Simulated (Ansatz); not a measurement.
α-quartz-type GeO2 (metastable phase) was calculated with PBE (Ansatz, a program for electronic structure, PAW).

Settings: plane-wave cutoff 500 eV, 12×12×6 k mesh (along the axes of the cell as run), gaussian smearing 0.02 eV, scalar-relativistic PAW data made under PBE.

Cell (relaxed at this level):

```xyz
9
Lattice="2.5452 -4.4084 0.0000 2.5452 4.4084 0.0000 0.0000 0.0000 5.7683" Properties=species:S:1:pos:R:3 pbc="T T T"
Ge     1.1596     2.0086     1.9228
Ge     2.7711     0.0000     0.0000
Ge     1.1596    -2.0086     3.8456
O      1.7701     0.4360     1.3956
O      3.8278     1.3150     5.2412
O      2.0377    -2.6574     2.4499
O      3.8278    -1.3150     0.5271
O      1.7701    -0.4360     4.3727
O      2.0377     2.6574     3.3184
```

Task: Estimate the band gap that the calculation returns.

Result: 
- band gap = 3.22 eV (on the SCF k mesh)

Spin–orbit coupling is not included.

Static lattice: no zero-point or thermal effects.

It cost very roughly 4 core-minutes of CPU time.
